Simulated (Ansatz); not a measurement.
# NaI: the cost of one run

The runs shown are made with Ansatz 0.2.0. PAW datasets, plane waves. Simulation only: spin-unpolarised, and no claim that this is the phase found in nature.

**1. Starting point**

The unstrained cell was relaxed with r2SCAN; in each strained cell the atoms were relaxed again with r2SCAN. Names of k-points are those of the unstrained zone, where strain can split equivalent points. First state: -0.9 % shear in the xy plane.

Space group Imm2 (No. 44), orthorhombic; conventional cell a = 4.989 Å, b = 5.033 Å, c = 7.086 Å, 44.48 Å³ an atom. Near Na stand 4 I at 3.07 Å; near I stand 4 Na at 3.07 Å.

As a file:

```
CELL_PARAMETERS angstrom
-0.01541 3.54319 3.54319
3.54319 -0.01541 3.54319
3.52778 3.52778 0.00000
ATOMIC_POSITIONS crystal
Na 0.99901 0.99901 0.00099
I 0.25099 0.25099 0.24901
```

**2. -0.9 % shear in the xy plane: PBE**

input.yaml reads:

```yaml
crystal:
  lattice:
    - [-0.0154128836, 3.5431916338, 3.5431916338]
    - [3.5431916338, -0.0154128836, 3.5431916338]
    - [3.5277787502, 3.5277787502, 0.0]
  atoms:
    - { symbol: Na, position: [-0.0009935659, -0.0009935659, 0.0009935659] }
    - { symbol: I, position: [0.2509935659, 0.2509935659, 0.2490064341] }
kpoints:
  mp_grid: { grid: [6, 6, 6] }
  band_path:
    path:
      - [0.0, 0.0, 0.0]
      - [-0.5, -0.5, 0.0]
      - [-0.375, -0.375, 0.25]
      - [-0.375, 0.0, 0.375]
      - [0.0, 0.0, 0.5]
      - [-0.5, -0.25, 0.25]
    npoints: 1
hamiltonian:
  xc: pbe
scf:
  occupations: { method: fermi_dirac, width: 0.02 }
  n_extra_bands: 4
output:
  forces: true
  stress: true
  eigenvalues: true
  write_density: true
  write_potential: true
  elf: true
  volumetric_format: npy
```

Started as:

```bash
$ ansatz run input.yaml --threads 4 --pin off --max-ram 3686MiB --backend cpu --events-out ev --progress --plain --runs-dir out
```

Q: Estimate wall time and peak memory on 4 threads of Arm Neoverse V2, shared host.

About 2.2 s, with a peak of 0.43 GiB.
